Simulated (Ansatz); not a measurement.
The system is Ge.

```xyz
2
Lattice="1.4881 -2.5947 0.0000 1.4881 2.5947 0.0000 0.0000 0.0000 4.7276" Properties=species:S:1:pos:R:3 pbc="T T T"
Ge    1.4881    0.8643    1.1819
Ge    1.4881   -0.8643    3.5457
```

This isn't the form of Ge at room conditions, which is diamond.

- Program: Ansatz 0.2.0
- Task: relaxation of cell and atoms
- Functional: PBEsol
- Dispersion: D3(BJ)
- Potentials or basis: Ansatz PAW
- Cutoff: 420 eV (not typed: the program's choice for these potentials)
- k mesh: 10 × 10 × 6
- Occupations: fermi-dirac, width 0.05 eV
- Spin: no spin polarisation

At the start: volume 18.25 Å³/atom.

Question: Where does the relaxation end?

Answer: It ends after 20 steps and the volume is 17.68 Å³/atom (-3.1 %); space group P6/mmm (No. 191, to 0.05 Å).

The path:
| step | energy change (eV) | largest force (eV/Å) | volume (Å³) |
| --- | --- | --- | --- |
| 1 | 0.0000 | 0.0006 | 36.51 |
| 2 | -0.0128 | 0.0082 | 34.50 |
| 3 | -0.0170 | 0.0092 | 35.23 |
| 4 | -0.0174 | 0.0119 | 35.24 |
| 5 | -0.0181 | 0.0146 | 35.20 |
| 6 | -0.0198 | 0.0444 | 35.10 |
| 7 | -0.0425 | 0.1003 | 34.97 |
| 8 | -0.0711 | 0.1128 | 34.58 |
| 9 | -0.1123 | 0.0596 | 34.31 |
| 10 | -0.1289 | 0.0961 | 35.15 |
| 11 | -0.1474 | 0.0217 | 35.78 |
| 12 | -0.1500 | 0.0055 | 35.17 |
| 13 | -0.1510 | 0.0416 | 34.85 |
| 14 | -0.1563 | 0.0090 | 35.44 |
| 15 | -0.1568 | 0.0026 | 35.41 |
| 16 | -0.1569 | 0.0006 | 35.36 |
| 17 | -0.1569 | 0.0002 | 35.35 |
| 18 | -0.1572 | 0.0002 | 35.35 |
| 19 | -0.1573 | 0.0001 | 35.37 |
| 20 | -0.1573 | 0.0001 | 35.37 |

Final structure:
```
CELL_PARAMETERS angstrom
1.40698 -2.43705 0.00000
1.40698 2.43705 0.00000
0.00000 0.00000 5.15711
ATOMIC_POSITIONS crystal
Ge 0.50003 0.49997 0.25000
Ge 0.49997 0.50003 0.75000
```

Caveat: the plane-wave basis is chosen anew once the cell has moved, so the energies of steps on either side of that aren't comparable; pairwise dispersion overbinds metals, which lowers pressure and volume; the PAW data sets come from PBE, with cores solved anew for the run's functional, which leaves a small shift of forces and pressure.
